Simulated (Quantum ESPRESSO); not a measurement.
# HfO2 (P4_2/nmc) in Quantum ESPRESSO: equation of state

Aim: energy against volume of HfO2 in PBE, for its equilibrium volume and stiffness.

All numbers are computed with Quantum ESPRESSO 7.5; they aren't measurements. Logs are shortened: lines on timing, memory, paths and dates and some standing lists are left out, and cuts for length are marked.

**1. Starting point**

It takes space group P4_2/nmc (No. 137, tetragonal). The conventional cell has a = 3.558 Å, b = 3.558 Å, c = 5.172 Å, α = 90.00°, β = 90.00°, γ = 90.00°. Hf (site symmetry -4m2) has 4 O at 2.05 Å as nearest neighbours. Around O (site symmetry 2mm) lie 2 Hf at 2.05 Å.

Measurements of this composition are mostly on another form, of space group No. 14.

**2. Single point, PBE, 10.26 Å³/atom**

Input file pw.in:

```
&CONTROL
  calculation = 'scf'
  prefix = 'pwscf'
  outdir = './tmp'
  pseudo_dir = './pseudo'
  tstress = .true.
  disk_io = 'nowf'
/
&SYSTEM
  ibrav = 0
  nat = 6
  ntyp = 2
  ecutwfc = 60
  ecutrho = 440
  nbnd = 33
  occupations = 'smearing'
  smearing = 'fd'
  degauss = 0.00367493
/
&ELECTRONS
  conv_thr = 1.2d-09
  electron_maxstep = 120
  mixing_beta = 0.5
/
ATOMIC_SPECIES
Hf   178.4900 Hf-sp.oncvpsp.upf
O     15.9990 O.pbe-n-kjpaw_psl.0.1.UPF
CELL_PARAMETERS angstrom
   3.4853863102    0.0000000000    0.0000000000
   0.0000000000    3.4853863102    0.0000000000
   0.0000000000    0.0000000000    5.0662833975
ATOMIC_POSITIONS crystal
Hf     0.0000000000    0.0000000000    0.0000000000
Hf     0.5000000000    0.5000000000    0.5000000000
O      0.0000000000    0.5000000000    0.1972078800
O      0.5000000000    0.0000000000    0.3027921200
O      0.5000000000    0.0000000000    0.8027921200
O      0.0000000000    0.5000000000    0.6972078800
K_POINTS automatic
8 8 5 0 0 0
```

Potentials or basis: SSSP 1.3 efficiency PBE.

The run is started by

```console
> OMP_NUM_THREADS=1 mpirun -n 2 pw.x -nk 2 -in pw.in > pw.out
```

pw.out:

```text
This program is part of the open-source Quantum ESPRESSO suite
     for quantum simulation of materials; please cite
         "P. Giannozzi et al., J. Phys.:Condens. Matter 21 395502 (2009);
         "P. Giannozzi et al., J. Phys.:Condens. Matter 29 465901 (2017);
         "P. Giannozzi et al., J. Chem. Phys. 152 154105 (2020);
     in publications or presentations arising from this work. More details at

     file O.pbe-n-kjpaw_psl.0.1.UPF: wavefunction(s)  2P renormalized
     Message from routine setup:
     using ibrav=0 with symmetry is DISCOURAGED, use correct ibrav instead
[... 6 lines left out ...]
     --------------------
     sticks:   dense  smooth     PW     G-vecs:    dense   smooth      PW
     Sum        1513     829    241                64759    26107    4249

     Using Slab Decomposition

     bravais-lattice index     =            0
     lattice parameter (alat)  =       6.5864  a.u.
     unit-cell volume          =     415.3249 (a.u.)^3
     number of atoms/cell      =            6
     number of atomic types    =            2
     number of electrons       =        48.00
     number of Kohn-Sham states=           33
     kinetic-energy cutoff     =      60.0000  Ry
     charge density cutoff     =     440.0000  Ry
     scf convergence threshold =      1.2E-09
     mixing beta               =       0.5000
     number of iterations used =            8  plain     mixing
     Exchange-correlation= SLA  PW   PBX  PBC
                           (   1   4   3   4   0   0   0)

     celldm(1)=   6.586426  celldm(2)=   0.000000  celldm(3)=   0.000000
     celldm(4)=   0.000000  celldm(5)=   0.000000  celldm(6)=   0.000000

     crystal axes: (cart. coord. in units of alat)
               a(1) = (   1.000000   0.000000   0.000000 )
               a(2) = (   0.000000   1.000000   0.000000 )
               a(3) = (   0.000000   0.000000   1.453579 )

     reciprocal axes: (cart. coord. in units 2 pi/alat)
               b(1) = (  1.000000  0.000000  0.000000 )
               b(2) = (  0.000000  1.000000  0.000000 )
               b(3) = (  0.000000  0.000000  0.687957 )

     PseudoPot. # 1 for Hf read from file:
     Hf-sp.oncvpsp.upf
     Pseudo is Norm-conserving + core correction, Zval = 12.0
     Generated using ONCVPSP code by D. R. Hamann
     Using radial grid of 1656 points,  8 beta functions with:
                l(1) =   0
                l(2) =   0
                l(3) =   1
                l(4) =   1
                l(5) =   2
                l(6) =   2
                l(7) =   3
                l(8) =   3

     PseudoPot. # 2 for O  read from file:
     O.pbe-n-kjpaw_psl.0.1.UPF
     Pseudo is Projector augmented-wave + core cor, Zval =  6.0
     Generated using "atomic" code by A. Dal Corso  v.5.0.99 svn rev. 10869
     Shape of augmentation charge: BESSEL
     Using radial grid of 1095 points,  4 beta functions with:
                l(1) =   0
                l(2) =   0
                l(3) =   1
                l(4) =   1
     Q(r) pseudized with 0 coefficients

     atomic species   valence    mass     pseudopotential
     Hf               12.00   178.49000     Hf( 1.00)
     O                 6.00    15.99900     O ( 1.00)

     16 Sym. Ops., with inversion, found ( 8 have fractional translation)

   Cartesian axes

     site n.     atom                  positions (alat units)
         1        Hf     tau(   1) = (   0.0000000   0.0000000   0.0000000  )
         2        Hf     tau(   2) = (   0.5000000   0.5000000   0.7267894  )
         3        O      tau(   3) = (   0.0000000   0.5000000   0.2866572  )
         4        O      tau(   4) = (   0.5000000   0.0000000   0.4401322  )
         5        O      tau(   5) = (   0.5000000   0.0000000   1.1669215  )
         6        O      tau(   6) = (   0.0000000   0.5000000   1.0134465  )

     number of k points=    45  Fermi-Dirac smearing, width (Ry)=  0.0037
                       cart. coord. in units 2pi/alat
        k(    1) = (   0.0000000   0.0000000   0.0000000), wk =   0.0062500
        k(    2) = (   0.0000000   0.0000000   0.1375914), wk =   0.0125000
        k(    3) = (   0.0000000   0.0000000   0.2751829), wk =   0.0125000
        k(    4) = (   0.0000000   0.1250000   0.0000000), wk =   0.0250000
        k(    5) = (   0.0000000   0.1250000   0.1375914), wk =   0.0500000
        k(    6) = (   0.0000000   0.1250000   0.2751829), wk =   0.0500000
[... 37 lines left out ...]
        k(   44) = (  -0.5000000  -0.5000000   0.1375914), wk =   0.0125000
        k(   45) = (  -0.5000000  -0.5000000   0.2751829), wk =   0.0125000

     Dense  grid:    64759 G-vectors     FFT dimensions: (  48,  48,  64)

     Smooth grid:    26107 G-vectors     FFT dimensions: (  36,  36,  48)

     Initial potential from superposition of free atoms

     starting charge      47.9963, renormalised to      48.0000
     Starting wfcs are   36 randomized atomic wfcs
     Checking if some PAW data can be deallocated...

     Self-consistent Calculation

     iteration #  1     ecut=    60.00 Ry     beta= 0.50
     Davidson diagonalization with overlap
     ethr =  1.00E-02,  avg # of iterations =  2.4

     total energy              =    -392.49731701 Ry
     estimated scf accuracy    <       2.01759418 Ry

     iteration #  2     ecut=    60.00 Ry     beta= 0.50
     Davidson diagonalization with overlap
     ethr =  4.20E-03,  avg # of iterations =  3.3

     total energy              =    -393.13717112 Ry
     estimated scf accuracy    <       0.52342472 Ry

     iteration #  3     ecut=    60.00 Ry     beta= 0.50
     Davidson diagonalization with overlap
     ethr =  1.09E-03,  avg # of iterations =  2.1

     total energy              =    -393.23025957 Ry
     estimated scf accuracy    <       0.01558728 Ry

     iteration #  4     ecut=    60.00 Ry     beta= 0.50
     Davidson diagonalization with overlap
     ethr =  3.25E-05,  avg # of iterations =  5.1

     total energy              =    -393.23352157 Ry
     estimated scf accuracy    <       0.00519055 Ry

     iteration #  5     ecut=    60.00 Ry     beta= 0.50
     Davidson diagonalization with overlap
     ethr =  1.08E-05,  avg # of iterations =  2.6
[... 22 lines left out ...]
     total energy              =    -393.23421377 Ry
     estimated scf accuracy    <       0.00000038 Ry

     iteration #  9     ecut=    60.00 Ry     beta= 0.50
     Davidson diagonalization with overlap
     ethr =  2.12E-10,  avg # of iterations =  2.9

     total energy              =    -393.23421377 Ry
     estimated scf accuracy    <       0.00000004 Ry

     iteration # 10     ecut=    60.00 Ry     beta= 0.50
     Davidson diagonalization with overlap
     ethr =  9.25E-11,  avg # of iterations =  4.0

     total energy              =    -393.23421379 Ry
     estimated scf accuracy    <          8.1E-09 Ry

     iteration # 11     ecut=    60.00 Ry     beta= 0.50
     Davidson diagonalization with overlap
     ethr =  1.70E-11,  avg # of iterations =  2.1

     End of self-consistent calculation

          k = 0.0000 0.0000 0.0000 (  3275 PWs)   bands (ev):

   -47.2728 -47.2486 -16.4951 -16.0227 -16.0227 -15.9083 -15.8744 -15.8744
    -5.8073  -4.0672  -3.4702  -2.9193   6.9208   7.4730   7.6970   7.6970
     9.8750   9.8750  11.2557  11.2557  11.8407  12.4770  12.4876  12.4876
    17.5873  17.6049  18.9914  19.2204  19.6510  20.7882  22.3875  22.3875
    24.3586

          k = 0.0000 0.0000 0.1376 (  3296 PWs)   bands (ev):

   -47.2705 -47.2509 -16.4448 -16.0088 -16.0088 -15.9709 -15.8887 -15.8887
    -5.6108  -3.9686  -3.7439  -3.0316   7.2989   7.8190   7.8190   7.8882
     9.4541   9.4541  11.1841  11.5933  11.5933  11.8523  12.5166  12.5166
    17.7161  17.8436  18.9969  19.0280  20.1542  21.4308  22.4474  22.4474
    24.0213

          k = 0.0000 0.0000 0.2752 (  3256 PWs)   bands (ev):

   -47.2644 -47.2570 -16.3079 -16.1274 -15.9723 -15.9723 -15.9258 -15.9258
    -5.0810  -4.3794  -3.6981  -3.3378   8.1706   8.1706   8.3324   8.7822
     8.7822   8.9936   9.7669  10.4651  11.9781  11.9781  12.5634  12.5634
    18.0746  18.4193  18.5703  18.9079  21.1753  22.6291  22.6763  22.6763
    22.7408

          k = 0.0000 0.1250 0.0000 (  3258 PWs)   bands (ev):

   -47.2707 -47.2483 -16.4651 -16.0825 -16.0144 -15.9441 -15.9165 -15.8773
    -5.6349  -4.0068  -3.4937  -2.9940   6.8511   7.5483   7.8111   8.2193
     9.6269   9.8718  11.0978  11.1451  11.8516  12.1600  12.3747  12.5139
    17.8102  17.8956  18.9188  19.2119  20.0313  20.8847  22.0651  22.4015
    23.9080
[... 283 lines left out ...]
   -47.2460 -47.2460 -16.5027 -16.5027 -16.1234 -16.1234 -16.0472 -16.0472
    -3.8166  -3.8166  -3.3583  -3.3583   6.7761   6.7761   9.2344   9.2344
     9.5889   9.5889  11.3150  11.3150  11.9644  11.9644  12.0833  12.0833
    18.6198  18.6198  19.0535  19.0535  20.7514  20.7514  21.1216  21.1216
    22.3693

          k = 0.3750-0.5000 0.1376 (  3272 PWs)   bands (ev):

   -47.2460 -47.2460 -16.4718 -16.4718 -16.1666 -16.1666 -16.0385 -16.0385
    -3.7789  -3.7789  -3.3904  -3.3904   6.9915   6.9915   9.1488   9.1488
     9.5133   9.5133  11.2440  11.2440  11.6108  11.6108  12.2786  12.2786
    18.7218  18.7218  19.0825  19.0825  20.7211  20.7211  21.0868  21.0868
    22.4992

          k = 0.3750-0.5000 0.2752 (  3280 PWs)   bands (ev):

   -47.2460 -47.2460 -16.3945 -16.3945 -16.2561 -16.2561 -16.0319 -16.0319
    -3.6974  -3.6974  -3.4629  -3.4629   7.5833   7.5833   8.4320   8.4320
     9.8745   9.8745  10.8455  10.8455  11.3978  11.3978  12.3800  12.3800
    18.8845  18.8845  19.1164  19.1164  20.6840  20.6840  21.0473  21.0473
    22.6902

          k =-0.5000-0.5000 0.0000 (  3288 PWs)   bands (ev):

   -47.2449 -47.2449 -16.5398 -16.5398 -16.1276 -16.1276 -16.0453 -16.0453
    -3.8624  -3.8624  -3.2192  -3.2192   6.5090   6.5090   9.6020   9.6020
     9.6659   9.6659  11.4385  11.4385  11.7337  11.7337  12.0662  12.0662
    18.7136  18.7136  19.1718  19.1718  20.5518  20.5518  20.8504  20.8504
    22.4029

          k =-0.5000-0.5000 0.1376 (  3264 PWs)   bands (ev):

   -47.2449 -47.2449 -16.5023 -16.5023 -16.1690 -16.1690 -16.0462 -16.0462
    -3.7977  -3.7977  -3.2774  -3.2774   6.7443   6.7443   9.2292   9.2292
     9.8313   9.8313  11.2304  11.2304  11.4950  11.4950  12.3205  12.3205
    18.8126  18.8126  19.2130  19.2130  20.5599  20.5599  20.7990  20.7990
    22.4712

          k =-0.5000-0.5000 0.2752 (  3304 PWs)   bands (ev):

   -47.2449 -47.2449 -16.4024 -16.4024 -16.2752 -16.2752 -16.0477 -16.0477
    -3.6317  -3.6317  -3.4330  -3.4330   7.4036   7.4036   8.3389   8.3389
    10.2902  10.2902  10.9202  10.9202  11.1026  11.1026  12.5334  12.5334
    18.9624  18.9624  19.2867  19.2867  20.5999  20.5999  20.6896  20.6896
    22.5813

     the Fermi energy is    15.7796 ev

!    total energy              =    -393.23421379 Ry
     estimated scf accuracy    <          8.5E-11 Ry
     smearing contrib. (-TS)   =       0.00000000 Ry
     internal energy E=F+TS    =    -393.23421379 Ry

     The total energy is F=E-TS. E is the sum of the following terms:
     one-electron contribution =     -46.79532112 Ry
     hartree contribution      =      54.66834707 Ry
     xc contribution           =     -87.66737114 Ry
     ewald contribution        =    -275.40831606 Ry
     one-center paw contrib.   =     -38.03155255 Ry

     convergence has been achieved in  11 iterations

     Computing stress (Cartesian axis) and pressure

          total   stress  (Ry/bohr**3)                   (kbar)     P=      269.86
   0.00190370   0.00000000   0.00000000          280.04        0.00        0.00
   0.00000000   0.00190370   0.00000000            0.00      280.04        0.00
   0.00000000   0.00000000   0.00169605            0.00        0.00      249.50

=------------------------------------------------------------------------------=
   JOB DONE.
=------------------------------------------------------------------------------=
```

Wall time 27 s (2 MPI ranks of Intel Xeon 6975P-C (Granite Rapids), shared host); peak memory 0.32 GiB.

Results:

```yaml
Free_energy: -5350.2240 eV
Pressure: 27.0 GPa
Band_gap_on_the_k_mesh: 4.99 eV, indirect (least direct gap 5.10 eV)
```

Caveat: spin-orbit coupling is left out, which moves the levels of the heavy elements; an odd mesh through Γ misses points on the zone boundary, where band edges often lie.

**3. Single point, PBE, 10.48 Å³/atom**

Edit pw.in of step 2 so:

```diff
@@ -28,5 +28,5 @@
 CELL_PARAMETERS angstrom
-   3.4853863102    0.0000000000    0.0000000000
-   0.0000000000    3.4853863102    0.0000000000
-   0.0000000000    0.0000000000    5.0662833975
+   3.5099320929    0.0000000000    0.0000000000
+   0.0000000000    3.5099320929    0.0000000000
+   0.0000000000    0.0000000000    5.1019626251
 ATOMIC_POSITIONS crystal
```

Potentials or basis: SSSP 1.3 efficiency PBE.

The run is started by

```console
> OMP_NUM_THREADS=1 mpirun -n 2 pw.x -nk 2 -in pw.in > pw.out
```

It took 27 s on 2 MPI ranks of Intel Xeon 6975P-C (Granite Rapids), shared host; peak memory 0.32 GiB.

Results (log left out):

* Free energy: -5350.4190 eV
* Pressure: 19.9 GPa
* Band gap on the k mesh: 4.94 eV, indirect (least direct gap 5.02 eV)

Caveat: spin-orbit coupling is left out, which moves the levels of the heavy elements; an odd mesh through Γ misses points on the zone boundary, where band edges often lie.

**4. Single point, PBE, 10.69 Å³/atom**

Edit pw.in of step 3 so:

```diff
@@ -28,5 +28,5 @@
 CELL_PARAMETERS angstrom
-   3.5099320929    0.0000000000    0.0000000000
-   0.0000000000    3.5099320929    0.0000000000
-   0.0000000000    0.0000000000    5.1019626251
+   3.5341392861    0.0000000000    0.0000000000
+   0.0000000000    3.5341392861    0.0000000000
+   0.0000000000    0.0000000000    5.1371496862
 ATOMIC_POSITIONS crystal
```

The run is started by

```console
> OMP_NUM_THREADS=1 mpirun -n 2 pw.x -nk 2 -in pw.in > pw.out
```

It took 28 s on 2 MPI ranks of Intel Xeon 6975P-C (Granite Rapids), shared host; peak memory 0.32 GiB.

Results (log left out):

- Free energy: -5350.5591 eV
- Pressure: 13.6 GPa
- Band gap on the k mesh: 4.87 eV, indirect (least direct gap 4.94 eV)

Caveat: spin-orbit coupling is left out, which moves the levels of the heavy elements; an odd mesh through Γ misses points on the zone boundary, where band edges often lie.

[end of part 1 of 2]
